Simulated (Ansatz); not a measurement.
# MnS (P6_3mc) in Ansatz: band structure with PBE0

Aim: the band structure of MnS with PBE0.

Program: Ansatz 0.2.0. These are calculated values, not measurements. Logs are shortened: lines on timing, memory, paths and dates and some standing lists are left out, and cuts for length are marked.

## Step 1: The crystal as given

It takes space group P6_3mc (No. 186, hexagonal). The conventional cell has a = 3.954 Å, b = 3.954 Å, c = 6.343 Å, α = 90.00°, β = 90.00°, γ = 120.00°. Mn (site symmetry 3m) is surrounded by 4 S at 2.36 to 2.42 Å. S (site symmetry 3m) is surrounded by 4 Mn at 2.36 to 2.42 Å.

The cell is a database's computed one.

## Step 2: Band structure, PBE0, collinear spin, ferromagnetic start

Input file input.yaml:

```yaml
crystal:
  lattice:
    - [3.9535769233, 0.0, 0.0]
    - [-1.9767884617, 3.4238980514, 0.0]
    - [0.0, 0.0, 6.34252886]
  atoms:
    - { symbol: Mn, position: [0.6666666667, 0.3333333333, 0.49884467], spin: 4.0 }
    - { symbol: Mn, position: [0.3333333333, 0.6666666667, 0.99884467], spin: 4.0 }
    - { symbol: S, position: [0.3333333333, 0.6666666667, 0.6261543] }
    - { symbol: S, position: [0.6666666667, 0.3333333333, 0.1261543] }
hamiltonian:
  xc: pbe0
  pseudopotentials: { kind: paw }
magnetization:
  spin_polarized: true
kpoints:
  mp_grid: { grid: [5, 5, 3] }
  band_path:
    path:
      - [[0.0, 0.0, 0.0], [0.5, 0.0, 0.0], [0.3333333333, 0.3333333333, 0.0], [0.0, 0.0, 0.0], [0.0, 0.0, 0.5], [0.5, 0.0, 0.5], [0.3333333333, 0.3333333333, 0.5], [0.0, 0.0, 0.5]]
      - [[0.5, 0.0, 0.5], [0.5, 0.0, 0.0]]
      - [[0.3333333333, 0.3333333333, 0.0], [0.3333333333, 0.3333333333, 0.5]]
    npoints: 4
scf:
  occupations: { method: fermi_dirac, width: 0.05 }
  n_extra_bands: 10
output:
  forces: true
  stress: true
  eigenvalues: true
  fatbands: false
  write_density: true
  write_potential: true
  elf: true
  volumetric_format: npy
```

Potentials or basis: Ansatz PAW.

Run with:

```bash
ansatz run input.yaml --threads 2 --pin off --max-ram 5632MiB --backend cpu --events-out ev --progress --plain --runs-dir out
```

What it wrote:

```text
Warning: output.stress: scf.convergence.dr2_threshold = 1e-7 eV (the SCF's general default) is looser than the 4e-10 eV advised for a printed stress (1e-10 eV for each atom of the cell: 4). What an SCF threshold leaves in a stress goes as its square root, and in the free energy as the threshold itself, and one threshold admits the most on a small cell: of the crystals measured, under no hybrid functional and no lock of the moments, on runs that ended without the residual-converged pass, on stresses that held no estimate of that error, the worst erred by over 100 MPa in a component at 1e-7 eV an atom and by under 5 at 1e-10. Set scf.convergence.dr2_threshold to 4e-10 eV or tighter. The threshold is an SCF's pass mark: one that does not reach it within its budget of iterations ends unconverged, or closes short of it on a stop that the run arms, and scf.convergence.dr2_threshold's page says what that costs each kind of run
Warning: output.stress: scf.exx.energy_threshold = 1e-6 eV is looser than the 4e-8 eV advised for a stress under a hybrid functional (1e-8 eV for each atom of the cell: 4). Every SCF of the exchange loop can meet its threshold on dr2 while the loop round them stops early: no threshold on dr2 bounds what that leaves in the stress. Set scf.exx.energy_threshold to 4e-8 eV or tighter. The threshold is the loop's pass mark: a loop that does not reach it within its budget of cycles ends unconverged, and scf.exx.energy_threshold's page has the law
Warning: RAYON_NUM_THREADS=2 ignored (pool sized by the plan → 2); use --threads N
scf.n_extra_bands = 10 over 21 filled bands (N_el = 42.0): the run solves 31 bands
Engine: ansatz 0.2.0, aarch64-unknown-linux-gnu
Pseudopotentials: kind: paw
Pseudopotential: Mn, paw, valence charge 15, recommended cutoff 420 eV (normal), Mn.paw.azcp
Pseudopotential: S, paw, valence charge 6, recommended cutoff 420 eV (normal), S.paw.azcp
Functional definition: PBE0
  parameter a = 0.25
  parameter kappa = 0.804
  parameter beta = 0.06672455060314922
  exchange = (1 - a)*pbe_x(kappa = kappa, mu = beta*pi^2/3) + a*exact_x
  correlation = pbe_c(beta = beta)
Crystal: 4 atoms, lattice volume = 85.857 Å³
Basis set: ecut = 420 eV, 1725 PW (Γ), exchange–correlation on 54×54×90 points (8 copies of the dense FFT grid, shifted against one another)
Bands: 31, of which v1, the nominal top of the filled ones, is band 21 counted from 1 (20 counted from 0)
Symmetry: 12 space group operations
Space group: P63mc (ITA 186), of the structure as read, at distance tolerance 4.4e-5 Å
Magnetic group: BNS 186.203 (UNI 1433), of the structure as read, at distance tolerance 4.4e-5 Å
k-points: 10 of 75 (time reversal used)
Non-local potential: Mn, projectors of the file, l = 0: 3, l = 1: 2, l = 2: 3, l = 3: 1
Non-local potential: S, projectors of the file, l = 0: 2, l = 1: 2, l = 2: 2
PAW form: soft (Blöchl's): semilocal exchange-correlation on the pseudo side does not see the compensation charge
PAW frozen core: Mn, regenerated for the run's functional, and the local potential with it (the file was generated under x = pbe(κ = 0.804, μ = 0.2195149727645171), c = pbe(β = 0.06672455060314922))
PAW frozen core: S, regenerated for the run's functional, and the local potential with it (the file was generated under x = pbe(κ = 0.804, μ = 0.2195149727645171), c = pbe(β = 0.06672455060314922))
PAW one-centre angular grid: Mn, 590 points (default); XC on 64 Gauss nodes
[... 82 lines left out ...]
hybrid outer 4: dexx = +2.340e-9 eV, tail = 2.04e-10 eV, Δε = 1.09e-4 eV (about 9.07e-6 eV left of the loop's levels), ΔF = 5.51e-5 eV/Å (tail 3.11e-5)
NSCF: frozen V_eff on 39 k-points
this state was not tested for a lower state beside it, because the functional holds exact exchange (a hybrid, or Hartree-Fock), whose exchange loop this test does not read (fock_operator); the stability check (scf.self_checks: high) cannot read this state: a pseudopotential is PAW: the check reads norm-conserving sets alone
hybrid SCF converged: 4 outer / 28 inner (+14 warm-up), last move |dexx| = 2.34e-9 eV, tail = 2.04e-10 eV
Magnetization: 10.0000 μB (26.0000 up, 16.0000 down)
Absolute magnetization: 10.0000 μB (∫|ρ↑−ρ↓|, with the PAW one-centre terms)
Spin contamination: 0.0231 ħ² per cell (⟨S²⟩ above its minimum at these occupations)
Per-site moments (μB) at R_I (Å): [(4.314187379222045, 0.9750672638722446), (4.314187379222045, 0.9750672638722446), (0.08123736783370919, 0.9750672638722446), (0.08123736783370876, 0.9750672638722446)]
Free energy (F): -9606.439997 eV
Frozen-core exchange: fock
Harris-Foulkes:  -9606.439997 eV  (|F-HF|=0.00e0)
Internal energy: -9606.439997 eV  (E = F + TS)
E sigma→0 (E₀):  -9606.439997 eV
Fermi energy:    8.021939 eV
--- Per-component energies (eV) ---
  E_band       = -823.294095
  E_kinetic    = 812.682503
  E_local      = -5566.774174  (includes V_loc(G=0)·N_el)
  E_nonlocal   = 564.675985
  E_hartree    = 2289.175179
  E_xc         = -320.827880
  E_vxc        = -354.163571  (∫ρ·V_xc dr)
  E_exx        = -174.330110  (= α·E_x^exact, valence–valence)
  E_paw        = -3740.988917  (= ΣΔE_a)
  E_vpaw       = -509.405065  (= ΣTr[D̂ρ^β])
  E_aug_tail   = -0.000016  (compensation charges beyond the density's cutoff)
  E_ewald      = -3469.480858
  E_core_change = -0.571709  (= ΣΔE_core)
  E_smearing   = -0.000000  (= −TS)
  E_closure    = 0.000000  (closes the sum)
  Σ components = -9606.439997   (vs F -9606.439997, Δ=-1.82e-12)
--- Forces (eV/Å), atoms counted from 1 ---
  atom   1  Mn     0.00000000    -0.00000000     0.33687798
  atom   2  Mn     0.00000000     0.00000000     0.33687798
  atom   3  S     -0.00000000     0.00000000    -0.33687627
  atom   4  S     -0.00000000    -0.00000000    -0.33687627
  max |Σ_I F_I| component: 3.43e-6 eV/Å
--- Stress (GPa, compression-positive) ---
        3.858076       0.000000       0.000000
        0.000000       3.858076       0.000000
        0.000000       0.000000       6.704118
  P = ⅓ Tr σ = 4.8068 GPa (48.068 kbar)
--- Band table (eV; the first three rows and the last of 20) ---
  k-point 0 ↑: bands = ["-80.7120", "-80.7119", "-48.1042", "-48.1042", "-48.1037", "-48.1037", "-48.1009", "-48.0976", "-8.5142", "-7.6779", "0.4373", "0.6081", "0.6578", "0.6578", "0.8681", "0.8681", "1.8810", "1.8810", "2.1150", "2.1150", "2.3634", "5.4925", "5.4925", "6.6560", "6.6975", "6.6975", "9.6332", "11.3027", "14.3740", "14.3740", "14.9135"]
  k-point 1 ↑: bands = ["-80.7120", "-80.7119", "-48.1040", "-48.1040", "-48.1038", "-48.1038", "-48.1001", "-48.0984", "-8.3217", "-7.9050", "0.3216", "0.4584", "0.6910", "0.6910", "0.7944", "0.7944", "1.9568", "1.9568", "2.0759", "2.0759", "3.3876", "5.3156", "5.7765", "5.7765", "6.3775", "6.3775", "10.8263", "11.3610", "14.3069", "14.4744", "14.4744"]
  k-point 2 ↑: bands = ["-80.7120", "-80.7118", "-48.1049", "-48.1044", "-48.1043", "-48.1038", "-48.1005", "-48.0978", "-8.2926", "-7.5796", "0.4595", "0.6968", "0.7276", "0.7469", "0.8824", "1.0243", "1.7900", "1.8906", "2.0996", "2.1410", "2.4539", "4.1719", "4.8912", "5.3472", "6.2319", "6.3420", "11.0178", "12.3796", "13.6491", "14.6589", "14.9274"]
  k-point 9 ↓: bands = ["-74.5788", "-74.5787", "-41.4946", "-41.4938", "-41.4914", "-41.4899", "-41.4899", "-41.4888", "-7.2940", "-7.2095", "1.4569", "1.6249", "2.5239", "2.8212", "3.4015", "3.5978", "9.8802", "9.9136", "10.4642", "10.5186", "11.0792", "11.4138", "11.5695", "11.8226", "11.9873", "12.1668", "14.3171", "15.0949", "15.5338", "15.7167", "16.4837"]
```

bands.tsv:

```text
[... 61 lines left out ...]
```

rho_z.tsv:

```text
# z_ang	rho[e/angstrom^3]	rho_spin[e/angstrom^3]
# format = ansatz-planar-average/11
# lattice	3.953576923	0.000000000	0.000000000
# lattice	-1.976788462	3.423898051	0.000000000
# lattice	0.000000000	0.000000000	6.342528860
# sites	4
# site	25	1.976788462	1.141299350	3.163936716
# site	25	-0.000000000	2.282598701	6.335201146
# site	16	-0.000000000	2.282598701	3.971401719
# site	16	1.976788462	1.141299350	0.800137289
0.000000	1.401525e0	4.137595e-1
0.140945	1.313164e0	3.691135e-1
0.281890	1.053635e0	2.701984e-1
0.422835	7.663801e-1	1.700317e-1
0.563780	5.505023e-1	1.006302e-1
0.704725	4.238317e-1	6.122979e-2
[... 37 lines left out ...]
6.060639	9.150990e-1	2.868838e-1
6.201584	1.245202e0	3.780004e-1
```

Wall time 10 min (2 threads of Arm Neoverse V2, shared host); peak memory 1.3 GiB.

Results:

* Free energy: -9606.4400 eV
* Pressure: 4.8 GPa
* Largest force: 0.337 eV/Å
* Band gap on the k mesh: 2.69 eV, indirect (least direct gap 2.94 eV)
* Band gap along the path: 2.71 eV, indirect (least direct gap 2.94 eV)
* Net moment: 10.00 μB per cell
* Absolute moment: 10.00 μB per cell
* Site moments: Mn +4.31; S +0.08 μB

Forces in eV/Å, atoms in the order of the input:
```
Mn   0.000  0.000  0.337
Mn   0.000  0.000  0.337
S    0.000  0.000 -0.337
S    0.000  0.000 -0.337
```

Levels at the corners of the path, in eV from the valence-band top:
Spin up:
| point | band 23 | band 24 | band 25 | band 26 | band 27 | band 28 | band 29 | band 30 |
| --- | --- | --- | --- | --- | --- | --- | --- | --- |
| Γ | -1.21 | -0.04 | 0.00 | 0.00 | 2.94 | 4.61 | 7.68 | 7.68 |
| M | -3.44 | -2.92 | -1.74 | -1.07 | 5.19 | 5.60 | 6.09 | 8.12 |
| K | -3.73 | -2.47 | -2.47 | -2.16 | 5.19 | 7.60 | 7.60 | 8.32 |
| Γ | -1.21 | -0.04 | 0.00 | 0.00 | 2.94 | 4.61 | 7.68 | 7.68 |
| A | -0.63 | -0.63 | -0.63 | -0.63 | 4.59 | 4.59 | 7.78 | 7.78 |
| L | -1.98 | -1.98 | -1.81 | -1.81 | 4.80 | 4.80 | 6.98 | 6.98 |
| H | -3.19 | -3.19 | -1.67 | -1.67 | 6.23 | 6.23 | 7.06 | 7.06 |
| A | -0.63 | -0.63 | -0.63 | -0.63 | 4.59 | 4.59 | 7.78 | 7.78 |
| L | -1.98 | -1.98 | -1.81 | -1.81 | 4.80 | 4.80 | 6.98 | 6.98 |
| M | -3.44 | -2.92 | -1.74 | -1.07 | 5.19 | 5.60 | 6.09 | 8.12 |
| K | -3.73 | -2.47 | -2.47 | -2.16 | 5.19 | 7.60 | 7.60 | 8.32 |
| H | -3.19 | -3.19 | -1.67 | -1.67 | 6.23 | 6.23 | 7.06 | 7.06 |
Spin down:
| point | band 12 | band 13 | band 14 | band 15 | band 16 | band 17 | band 18 | band 19 | band 20 | band 21 |
| --- | --- | --- | --- | --- | --- | --- | --- | --- | --- | --- |
| Γ | -3.18 | -3.18 | -3.14 | -3.11 | -3.11 | 3.70 | 3.70 | 3.80 | 3.88 | 4.45 |
| M | -4.80 | -4.23 | -3.46 | -3.45 | -3.12 | 2.72 | 3.06 | 3.75 | 4.21 | 4.26 |
| K | -4.42 | -4.42 | -3.97 | -3.79 | -3.79 | 3.10 | 3.32 | 3.33 | 3.33 | 4.15 |
| Γ | -3.18 | -3.18 | -3.14 | -3.11 | -3.11 | 3.70 | 3.70 | 3.80 | 3.88 | 4.45 |
| A | -4.52 | -3.15 | -3.15 | -3.15 | -3.15 | 4.20 | 4.20 | 4.20 | 4.20 | 4.91 |
| L | -5.46 | -3.38 | -3.38 | -3.29 | -3.29 | 3.29 | 3.29 | 4.03 | 4.03 | 4.46 |
| H | -5.07 | -4.38 | -4.38 | -3.03 | -3.03 | 3.25 | 3.25 | 3.91 | 3.91 | 4.58 |
| A | -4.52 | -3.15 | -3.15 | -3.15 | -3.15 | 4.20 | 4.20 | 4.20 | 4.20 | 4.91 |
| L | -5.46 | -3.38 | -3.38 | -3.29 | -3.29 | 3.29 | 3.29 | 4.03 | 4.03 | 4.46 |
| M | -4.80 | -4.23 | -3.46 | -3.45 | -3.12 | 2.72 | 3.06 | 3.75 | 4.21 | 4.26 |
| K | -4.42 | -4.42 | -3.97 | -3.79 | -3.79 | 3.10 | 3.32 | 3.33 | 3.33 | 4.15 |
| H | -5.07 | -4.38 | -4.38 | -3.03 | -3.03 | 3.25 | 3.25 | 3.91 | 3.91 | 4.58 |

Caveat: the magnetic or orbital state may not be the lowest; only a ferromagnetic start was run, and an antiferromagnetic order may lie lower in energy; the PAW data sets come from PBE, with cores solved anew for the run's functional, which leaves a small shift of forces and pressure; the thresholds are loose for stress.
